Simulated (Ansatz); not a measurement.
# BaTiO3 under changes of volume

One of the cells (12.858 Å³/atom); the others are scaled copies at fixed shape and fractional positions:

```
Ba Ti O
1.0
     4.00600    0.00000    0.00000
     0.00000    4.00600    0.00000
     0.00000    0.00000    4.00600
Ba Ti O
1 1 3
Cartesian
  2.0030 2.0030 2.0030
  0.0000 0.0000 0.0000
  0.0000 0.0000 2.0030
  0.0000 2.0030 0.0000
  2.0030 0.0000 0.0000
```

```yaml
Program: Ansatz 0.2.0
Functional: PBE
Potentials_or_basis: all-electron LAPW, scalar-relativistic
Cutoff: 387 eV (chosen from the basis error)
Basis_error_allowed: 0.001 eV/atom
k_mesh: 7 × 7 × 7
Occupations: fermi-dirac, width 0.05 eV
Spin: no spin polarisation
```

```tsv
volume (Å³/atom)	energy over the lowest point (meV/atom)	pressure (GPa)	gap on the mesh (eV)
12.086	35.53	13.7	1.97
12.343	17.14	9.3	1.95
12.601	?	?	?
12.858	0.04	1.7	1.86
13.115	0.00	-1.6	1.82
13.372	4.87	-4.4	1.77
13.629	14.13	-7.0	1.73
```

What does the run at 12.601 Å³/atom give?

Energy over the lowest point 5.54 meV/atom; pressure 5.3 GPa; gap on the mesh 1.91 eV.

Worked out: A Birch-Murnaghan fit of order 3 (a polynomial in V^(-2/3)) to the other rows has its minimum at 12.99 Å³/atom with B0 = V·E''(V) = 163 GPa and B' = 4.5. It gives 5.52 meV/atom at 12.601 Å³/atom, against the run's 5.54, and -dE/dV = 5.2 GPa, against 5.3. A parabola through the other rows of the gap, of slope -1.91 eV per unit of ln V there, gives 1.90 eV, against the run's 1.91.

Energies are extrapolated to zero smearing.

Caveats: spin-orbit coupling is left out, which moves the levels of the heavy elements; an odd mesh through Γ misses points on the zone boundary, where band edges often lie.
